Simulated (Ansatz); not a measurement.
# SrO (Fm-3m): elasticity against pressure

```
Sr O
1.0
     0.00000    2.56144    2.56144
     2.56144    0.00000    2.56144
     2.56144    2.56144    0.00000
Sr O
1 1
Direct
  0.50000 0.50000 0.50000
  0.00000 0.00000 0.00000
```

This is the zero-pressure cell. At each pressure cell and atoms are relaxed in this structure, and the constants are slopes of the stress at strains of ±0.005 with relaxed ions (the coefficients that govern stability under load). Level: PBEsol, PAW on Ansatz 0.2.0's default frozen-core files (fitted under PBE), scalar-relativistic; k mesh 8×8×8, strains of ±0.005, fixed occupations, cutoff 420 eV. P is the pressure of the relaxed cell, less that of this one.

```
P (GPa)    V/V₀  C11 (GPa)  C12 (GPa)  C44 (GPa)
   0.00  1.0000      183.5       48.8       54.8
   1.03  0.9894      193.7       50.6       54.6
   2.03       ?          ?          ?          ?
   4.02  0.9615      223.4       55.8       53.9
   7.02  0.9373      251.9       60.7       53.0
  10.02  0.9160      280.0       65.4       51.9
  15.02  0.8854      326.0       73.5       50.0
```

Question: Does the bulk modulus from the constants agree with the pressure-volume curve?

Answer: A third-order Birch-Murnaghan fit to the volumes shown (F against f, f = [(V₀/V)^(2/3) − 1]/2) gives B₀ = 93.7 GPa and B′ = 4.5. Its −V dP/dV stands beside (C11 + 2C12)/3:

```csv
P (GPa),from P(V),from the constants
0.00,93.7,93.7
1.03,98.3,98.3
4.02,111.5,111.6
7.02,124.4,124.4
10.02,137.0,136.9
15.02,157.6,157.7
```

Question: What are the pressure derivatives at zero pressure?

Answer: Slopes at V₀ of quadratic fits in −ln(V/V₀) through the first four rows shown, divided by B₀: dC11/dP = 10.1, dC12/dP = 1.8, dC44/dP = -0.1. The mean slopes up to 4.0 GPa are 9.9, 1.7, -0.2; curvature and scatter of the constants part the two. The combination (dC11/dP + 2 dC12/dP)/3 = 4.6 stands against B′.

Question: Fill the row at 2.03 GPa.

Answer: Cubic fits in −ln(V/V₀) through all rows shown give C11 = 203.8, C12 = 52.4, C44 = 54.4 GPa. Computed: V/V₀ = 0.9796, C11 (GPa) = 203.6, C12 (GPa) = 52.3, C44 (GPa) = 54.3.

Question: Does a shear stiffness soften?

Answer: C44 goes from 54.8 to 50.0 GPa; (C11 − C12)/2 goes from 67.3 to 126.3 GPa. C44 softens under pressure, though the lattice stays mechanically stable over this range.

Limits of these numbers: no other phase was computed; many crystals of this kind change structure within this range, and rows or crossings beyond such a change describe a metastable lattice; frozen-core PAW files fitted under PBE, their cores solved anew for the functional of the run; phonons weren't checked at these pressures.
